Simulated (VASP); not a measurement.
# A VASP 6.6.1 single-point calculation on SrO

INCAR

```
IBRION = -1
NELM = 75
LWAVE = .FALSE.
ENCUT = 520
GGA = RE
ISMEAR = -1
ISIF = 2
NSW = 0
ISPIN = 2
LASPH = .TRUE.
PREC = Accurate
SIGMA = 0.02
MAGMOM = 0.5 -0.5 0.5 -0.5
EDIFF = 1E-7
LCHARG = .FALSE.
NBANDS = 24
LREAL = .FALSE.
```

KPOINTS

```
KPOINTS created by Atomic Simulation Environment
0
Gamma
12 12 4
0 0 0
```

POSCAR

```
Sr O
 1.0000000000000000
     3.3452961791594586    0.0000000000000000    0.0000000000000000
    -1.6726480895797293    2.8971114743351096    0.0000000000000000
     0.0000000000000000    0.0000000000000000    5.8550873731999999
 Sr  O
   2   2
Cartesian
 -0.0000000000000001  1.9314076495567403  1.4637718433000002
  1.6726480895797298  0.9657038247783698  4.3913155299000008
  0.0000000000000000  0.0000000000000000  0.0000000000000000
  0.0000000000000000  0.0000000000000000  2.9275436866000004
```

The recommended PBE PAW datasets give the neutral cell 32 valence electrons.

Command

```
mpirun -np 1 vasp_std
```

Task: Predict the outcome of this run.

Result: It converged. Results: pressure 28.9 GPa; magnetic moment of the cell 0.00 μB.

OSZICAR

```
N       E                     dE             d eps       ncg     rms          rms(c)
DAV:   1     0.176337132267E+03    0.17634E+03   -0.16703E+04  5480   0.130E+03
DAV:   2    -0.162000138609E+02   -0.19254E+03   -0.18189E+03  7768   0.295E+02
DAV:   3    -0.256690277066E+02   -0.94690E+01   -0.94028E+01  8256   0.578E+01
DAV:   4    -0.259530983165E+02   -0.28407E+00   -0.28402E+00  7048   0.777E+00
DAV:   5    -0.259570106377E+02   -0.39123E-02   -0.39122E-02  7688   0.858E-01    0.331E+01
DAV:   6    -0.214347427305E+02    0.45223E+01   -0.18135E+01  5864   0.271E+01    0.361E+01
DAV:   7    -0.214757799060E+02   -0.41037E-01   -0.15087E+00  7960   0.679E+00    0.239E+01
DAV:   8    -0.214761670715E+02   -0.38717E-03   -0.55388E-01  5720   0.511E+00    0.463E+00
DAV:   9    -0.214607143377E+02    0.15453E-01   -0.46972E-02  7016   0.158E+00    0.163E+00
DAV:  10    -0.214620745420E+02   -0.13602E-02   -0.32152E-02  6392   0.109E+00    0.231E-01
DAV:  11    -0.214636817186E+02   -0.16072E-02   -0.39877E-03  6944   0.386E-01    0.187E-01
DAV:  12    -0.214643176910E+02   -0.63597E-03   -0.61870E-04  5728   0.164E-01    0.908E-02
DAV:  13    -0.214644242623E+02   -0.10657E-03   -0.65471E-05  6544   0.522E-02    0.648E-02
DAV:  14    -0.214644585404E+02   -0.34278E-04   -0.35608E-05  5816   0.390E-02    0.320E-02
DAV:  15    -0.214644611249E+02   -0.25845E-05   -0.39011E-06  6960   0.132E-02    0.195E-02
DAV:  16    -0.214644623509E+02   -0.12260E-05   -0.20399E-06  6008   0.929E-03    0.428E-03
DAV:  17    -0.214644626817E+02   -0.33078E-06   -0.60913E-07  6072   0.513E-03    0.187E-03
DAV:  18    -0.214644627177E+02   -0.35934E-07   -0.42459E-08  4952   0.144E-03
   1 F= -.21464463E+02 E0= -.21464463E+02  d E =-.643449E-11  mag=     0.0000
```

Standard output (part)

```
POSCAR found type information on POSCAR SrO
 POSCAR found :  2 types and       4 ions
 LDA part: xc-table for (Slater+PW92), standard interpolation
 POSCAR, INCAR and KPOINTS ok, starting setup
 WAVECAR not read
 entering main loop
```

For comparison, a separate PBE run of the intended cell, on usual settings and not on those above, gives a gap of 3.04 eV on its mesh and a pressure of 26.1 GPa.
